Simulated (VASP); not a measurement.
# Ni (Fm-3m) in VASP: a series of runs, part 2 of 2

VASP 6.6.1. The steps go on from the part before.

### 4 Single point, PBE, collinear spin, ferromagnetic start

Contents of INCAR:

```
ALGO = Fast
EDIFF = 1E-7
ENCUT = 700
GGA = PE
ISIF = 2
ISMEAR = 0
ISPIN = 2
LASPH = T
LCHARG = F
LMAXMIX = 4
LORBIT = 11
LREAL = F
LWAVE = F
MAGMOM = 0.8
NELM = 120
PREC = Accurate
SIGMA = 0.1
```

Contents of KPOINTS:

```
k-points
0
Gamma
  14 14 14
```

Contents of POSCAR:

```
Ni
1.0
    0.0000000000      1.7619350000      1.7619350000
    1.7619350000      0.0000000000      1.7619350000
    1.7619350000      1.7619350000      0.0000000000
Ni
1
Direct
    0.0000000000      0.0000000000      0.0000000000
```

Potentials or basis: VASP PAW PBE potentials, release 64 (Ni).

The run is started by

```
$ cat potpaw_PBE.64/Ni/POTCAR > POTCAR
$ mpirun -np 1 vasp_std > vasp.out
```

OUTCAR:

```text
EDIFF = 1E-7
   ENCUT = 700
   GGA = PE
   ISIF = 2
   ISMEAR = 0
   ISPIN = 2
   LASPH = T
   LORBIT = 11
   LREAL = F
   NELM = 120
   PREC = Accurate

 ion  position               nearest neighbor table
   1  0.000  0.000  0.000-

  LATTYP: Found a face centered cubic cell.
 ALAT       =     3.5238700000

  Lattice vectors:

 A1 = (   0.0000000000,   1.7619350000,   1.7619350000)
 A2 = (   1.7619350000,   0.0000000000,   1.7619350000)
 A3 = (   1.7619350000,   1.7619350000,   0.0000000000)

Analysis of symmetry for initial positions (statically):
=====================================================================
 Subroutine PRICEL returns:
 Original cell was already a primitive cell.

 Routine SETGRP: Setting up the symmetry group for a
 face centered cubic supercell.

 Subroutine GETGRP returns: Found 48 space group operations
 (whereof 48 operations were pure point group operations)
 out of a pool of 48 trial point group operations.

The static configuration has the point symmetry O_h .

Analysis of symmetry for dynamics (positions and initial velocities):
=====================================================================
 Subroutine PRICEL returns:
 Original cell was already a primitive cell.

 Routine SETGRP: Setting up the symmetry group for a
 face centered cubic supercell.

 Subroutine GETGRP returns: Found 48 space group operations
 (whereof 48 operations were pure point group operations)
 out of a pool of 48 trial point group operations.

The dynamic configuration has the point symmetry O_h .

Analysis of structural, dynamic, and magnetic symmetry:
=====================================================================
 Subroutine PRICEL returns:
 Original cell was already a primitive cell.

 Routine SETGRP: Setting up the symmetry group for a
 face centered cubic supercell.

 Subroutine GETGRP returns: Found 48 space group operations
 (whereof 48 operations were pure point group operations)
 out of a pool of 48 trial point group operations.

The overall configuration has the point symmetry O_h .

 Subroutine INISYM returns: Found 48 space group operations
 (whereof 48 operations are pure point group operations),
 and found     1 'primitive' translations

----------------------------------------------------------------------------------------

                                     Primitive cell

  volume of cell :      10.9396

  direct lattice vectors                    reciprocal lattice vectors
     0.000000000  1.761935000  1.761935000    -0.283778914  0.283778914  0.283778914
     1.761935000  0.000000000  1.761935000     0.283778914 -0.283778914  0.283778914
     1.761935000  1.761935000  0.000000000     0.283778914  0.283778914 -0.283778914

  length of vectors
     2.491752373  2.491752373  2.491752373     0.491519496  0.491519496  0.491519496

  position of ions in fractional coordinates (direct lattice)
     0.000000000  0.000000000  0.000000000

  ion indices of the primitive-cell ions
   primitive index   ion index
                 1           1

----------------------------------------------------------------------------------------

 KPOINTS: k-points

Automatic generation of k-mesh.
 Grid dimensions read from file:
 generate k-points for:   14   14   14

 Generating k-lattice:

[... 65 lines left out ...]
   IBRION =     -1    ionic relax: 0-MD 1-quasi-New 2-CG
   NFREE  =      0    steps in history (QN), initial steepest desc. (CG)
   ISIF   =      2    stress and relaxation
   ISYM   =      2    0-nonsym 1-usesym 2-fastsym
   POTIM  = 0.5000    time-step for ionic-motion
   TEBEG  =    0.0;   TEEND  =   0.0 temperature during run
   PSTRESS=    0.0 pullay stress
   NELECT =      10.0000    total number of electrons
   NUPDOWN=      -1.0000    fix difference up-down
   EMIN   =  10.00;   EMAX   =-10.00  energy-range for DOS
   EFERMI =   0.00;   METHOD = LEGACY
   ISMEAR =     0;   SIGMA  =   0.10  broadening in eV -4-tet -1-fermi 0-gaus
   EFERMI_NEDOS =   21; number of points for ismear=-14 and -15
   IALGO  =     68    algorithm
   IMIX   =      4    mixing-type and parameters
     AMIX     =   0.40;   BMIX     =  1.00
     AMIX_MAG =   1.60;   BMIX_MAG =  1.00
  volume/ion in A,a.u.               =      10.94        73.82
  Fermi-wavevector in a.u.,A,eV,Ry     =   1.588821  3.002436 34.345893  2.524352
  Thomas-Fermi vector in A             =   2.687765
   LORBIT       =     11    0 simple, 1 ext, 2 COOP (PROOUT), +10 PAW based schemes
   GGA     = PE    functional components
   LHFCALC =     F    Hartree Fock is set to
   AEXX    =    0.0000 exact exchange contribution
   IVDW    =     0    specifies the selected vdW correction
   LEPSILON=     F    determine dielectric tensor
   LRPA    =     F    only Hartree local field effects (RPA)
 spin polarized calculation
 RMM-DIIS sequential band-by-band and
 Gauss-broadening in eV      SIGMA  =   0.10
  energy-cutoff  :      700.00
  volume of cell :       10.94
 maximum number of plane-waves:       475
 NGX is ok and might be reduce to    24
   NGX = 11   NGY = 11   NGZ = 11

 number of electron      10.0000001 magnetization       0.5929375

 Free energy of the ion-electron system (eV)
  ---------------------------------------------------
  ext. energy  EPLUGINS =         0.00000000
  ---------------------------------------------------
  free energy    TOTEN  =        -5.47122328 eV

  energy without entropy =       -5.46103560  energy(sigma->0) =       -5.46612944

 E-fermi :   9.2965     XC(G=0): -13.2227

 val. band max:        9.2859698385   @ k =   0.3571   0.2143   0.0000
 cond. band min:       9.2964972402   @ k =  -0.4286   0.2857   0.1429
 fundamental gap:      0.0105274018
 Fermi energy:         9.2964738953

 spin component 1

 k-point     1 :       0.0000    0.0000    0.0000
  band No.  band energies     occupation
      1       0.3307      1.00000
      2       6.8967      1.00000
      3       6.8967      1.00000
      4       6.8967      1.00000
      5       8.0637      1.00000
      6       8.0637      1.00000
      7      32.9798      0.00000
      8      36.7974      0.00000
      9      36.7974      0.00000
[... 265 lines left out ...]
 k-point    24 :       0.2857    0.1429    0.0000
  band No.  band energies     occupation
      1       2.9706      1.00000
      2       6.2449      1.00000
      3       7.1409      1.00000
      4       7.3927      1.00000
      5       8.0192      1.00000
      6       8.3895      1.00000
      7      24.7672      0.00000
      8      30.2615      0.00000
      9      31.0148      0.00000

 [... further k-points ...]

 spin component 2

 k-point     1 :       0.0000    0.0000    0.0000
  band No.  band energies     occupation
      1       0.2879      1.00000
      2       7.6170      1.00000
      3       7.6170      1.00000
      4       7.6170      1.00000
      5       8.6187      1.00000
      6       8.6187      1.00000
      7      32.8097      0.00000
      8      36.7720      0.00000
      9      36.7720      0.00000
[... 265 lines left out ...]
 k-point    24 :       0.2857    0.1429    0.0000
  band No.  band energies     occupation
      1       2.9571      1.00000
      2       6.8875      1.00000
      3       7.7340      1.00000
      4       8.0814      1.00000
      5       8.6642      1.00000
      6       9.0078      0.99998
      7      24.8738      0.00000
      8      30.3329      0.00000
      9      30.9696      0.00000

 [... further k-points ...]

------------------------ aborting loop because EDIFF is reached ----------------------------------------

  FORCE on cell =-STRESS in cart. coord.  units (eV):
  Direction    XX          YY          ZZ          XY          YZ          ZX
  --------------------------------------------------------------------------------------
  -------------------------------------------------------------------------------------
  Total       -0.0742246     -0.0742246     -0.0742246      0.0000000      0.0000000     -0.0000000
  in kB      -10.8707268    -10.8707268    -10.8707268      0.0000000      0.0000000     -0.0000000
  external PRESSURE =     -10.8707268 kB  Pullay stress =       0.0000000 kB

 VOLUME and BASIS-vectors are now :
 -----------------------------------------------------------------------------
  energy-cutoff  :      700.00
  volume of cell :       10.94
      direct lattice vectors                 reciprocal lattice vectors
     0.000000000  1.761935000  1.761935000    -0.283778914  0.283778914  0.283778914
     1.761935000  0.000000000  1.761935000     0.283778914 -0.283778914  0.283778914
     1.761935000  1.761935000  0.000000000     0.283778914  0.283778914 -0.283778914

 POSITION                                       TOTAL-FORCE (eV/Angst)
 -----------------------------------------------------------------------------------
      0.00000      0.00000      0.00000         0.000000      0.000000      0.000000
 -----------------------------------------------------------------------------------
    total drift:                               -0.000000      0.000000      0.000000

  FREE ENERGIE OF THE ION-ELECTRON SYSTEM (eV)
  ---------------------------------------------------
  free  energy   TOTEN  =        -5.4712232784 eV

  energy  without entropy=       -5.4610355984  energy(sigma->0) =       -5.46612944

 total charge

# of ion       s       p       d       tot
------------------------------------------
    1        0.494   0.492   8.314   9.300

 magnetization (x)

# of ion       s       p       d       tot
------------------------------------------
    1       -0.008  -0.026   0.640   0.606
```

stdout:

```text
POSCAR found type information on POSCAR Ni
 POSCAR found :  1 types and       1 ions
 scaLAPACK will be used
 LDA part: xc-table for (Slater+PW92), standard interpolation
 POSCAR, INCAR and KPOINTS ok, starting setup
 FFT: planning ... GRIDC
 FFT: planning ... GRID_SOFT
 FFT: planning ... GRID
 WAVECAR not read
 entering main loop
WARNING in EDDRMM: call to ZHEGV failed, returncode =   8  4      8
WARNING in EDDRMM: call to ZHEGV failed, returncode =   8  4      8
WARNING in EDDRMM: call to ZHEGV failed, returncode =   6  3      9
```

It took 26 s on 1 thread of Intel Xeon Platinum 8259CL at 2.50GHz (Skylake/Cascade Lake), shared host; peak memory 0.17 GiB.

What came out:

| Item | Value |
| --- | --- |
| Free energy | -5.4712 eV |
| Pressure | -1.1 GPa |
| Band gap on the k mesh | none (metal or under the smearing width) |
| Net moment | 0.59 μB per cell |
| Site moments | Ni +0.61 μB |
| Valence electrons inside the program's atomic spheres | Ni 9.30 |

### 5 Summary

| cutoff (eV) | gap on the mesh (eV) | pressure (GPa) | moment (μB) |
| --- | --- | --- | --- |
| 520 | none | -1.1 | 0.59 |
| 600 | none | -1.1 | 0.59 |
| 700 | none | -1.1 | 0.59 |

Alike in all rows: task single point; level PBE; potentials or basis VASP PAW PBE potentials, release 64 (Ni); spin collinear, ferromagnetic start; cell as given; k mesh 14 × 14 × 14; smearing gaussian 0.1 eV.

Every run on the cell as given and a fine mesh finds a metal.

Absolute energies hang on the potentials; compare differences alone.
